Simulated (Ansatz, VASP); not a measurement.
**Ca: VASP beside Ansatz**

```
CELL_PARAMETERS angstrom
0.00000 2.70623 2.70623
2.70623 0.00000 2.70623
2.70623 2.70623 0.00000
ATOMIC_POSITIONS crystal
Ca 0.00000 0.00000 0.00000
```

Change from the starting cell: volume scaled by 0.9405.

Alike in both runs: task single point; functional PBE; k mesh 11 × 11 × 11; occupations fermi-dirac, width 0.03 eV; no spin polarisation.

```csv
,VASP,Ansatz
version,VASP 6.6.1,Ansatz 0.2.0
potentials or method,"VASP PAW PBE potentials, release 64 (Ca_sv), cutoff 520 eV","all-electron LAPW, scalar-relativistic"
```

```csv
,VASP,Ansatz,Ansatz less VASP
pressure (GPa),1.2,1.2,0.00
```

Ansatz ran all-electron here, so the differences hold the error of VASP's frozen core and of both bases.
